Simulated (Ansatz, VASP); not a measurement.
## One calculation of Cu, two programs

The input INCAR:

```
SYSTEM = Cu
  ALGO = Normal
  EDIFF = 1E-7
  ENCUT = 520
  GGA = CA
  ISIF = 2
  ISMEAR = -1
  LASPH = .TRUE.
  LCHARG = .FALSE.
  LREAL = .FALSE.
  LWAVE = .FALSE.
  NBANDS = 12
  NELM = 80
  PREC = Accurate
  SIGMA = 0.06
```

Contents of KPOINTS:

```
k-points
0
G
  12 12 12
  0 0 0
```

POSCAR

```
Cu
1.0
    0.0000000000      1.8426200000      1.8426200000
    1.8426200000      0.0000000000      1.8426200000
    1.8426200000      1.8426200000      0.0000000000
Cu
1
Direct
    0.0000000000      0.0000000000      0.0000000000
```

Input for Ansatz:

```yaml
crystal:
  atoms:
  - position: [0.0, 0.0, 0.0]
    symbol: Cu
  lattice:
  - [0.0, 1.84262, 1.84262]
  - [1.84262, 0.0, 1.84262]
  - [1.84262, 1.84262, 0.0]
hamiltonian:
  dispersion: none
  pseudopotentials:
    kind: all_electron
    lapw: {}
    relativity: scalar
  xc: lda
kpoints:
  mp_grid:
    grid: [12, 12, 12]
    shift: [0, 0, 0]
magnetization: {spin_polarized: false}
output: {forces: true, stress: true}
scf:
  occupations: {method: fermi_dirac, width: 0.06}
```

Alike in both runs: task single point; functional LDA; k mesh 12 × 12 × 12; occupations fermi-dirac, width 0.06 eV; no spin polarisation.

```csv
,VASP,Ansatz
version,VASP 6.6.1,Ansatz 0.2 development build
potentials or method,"VASP PAW LDA potentials, release 64 (Cu)","all-electron full-potential LAPW, scalar-relativistic"
plane-wave cutoff (eV),520,see its input
```

Ansatz gave:

* pressure (GPa): -18.6

Problem. Which values does VASP return?

Solution. Pressure (GPa): -17.8.

Ansatz ran all-electron here, so the differences hold the error of VASP's frozen core and of both bases.

Caveats: so large a pressure means that the cell lies far from this level's equilibrium, or that cutoff or potentials fall short (VASP).
